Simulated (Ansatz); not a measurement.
TiC:

```
Ti C
1.0
     0.00000    2.16572    2.16572
     2.16572    0.00000    2.16572
     2.16572    2.16572    0.00000
Ti C
1 1
Direct
  0.00000 0.00000 0.00000
  0.50000 0.50000 0.50000
```

The cell is a database's computed one.

```yaml
Program: Ansatz 0.2.0
Task: relaxation of cell and atoms
Functional: PBE
Dispersion: D4
Potentials_or_basis: Ansatz PAW
Cutoff: "420 eV (not typed: the program's choice for these potentials)"
k_mesh: 11 × 11 × 11
Occupations: fermi-dirac, width 0.05 eV
Spin: no spin polarisation
```

At the start: volume 10.16 Å³/atom.

Where does the relaxation end?

It ends after 4 steps and the volume is 9.98 Å³/atom (-1.8 %); space group Fm-3m (No. 225, to 0.05 Å).

Step by step:
| step | energy change (eV) | largest force (eV/Å) | volume (Å³) |
| --- | --- | --- | --- |
| 1 | 0.0000 | 0.0000 | 20.32 |
| 2 | -0.0057 | 0.0000 | 20.00 |
| 3 | -0.0058 | 0.0000 | 19.95 |
| 4 | -0.0052 | 0.0000 | 19.95 |

Final structure:
```
CELL_PARAMETERS angstrom
0.00000 2.15275 2.15275
2.15275 0.00000 2.15275
2.15275 2.15275 0.00000
ATOMIC_POSITIONS crystal
Ti 0.00000 0.00000 0.00000
C 0.50000 0.50000 0.50000
```

Caveat: the plane-wave basis is chosen anew once the cell has moved, so the energies of steps on either side of that aren't comparable.
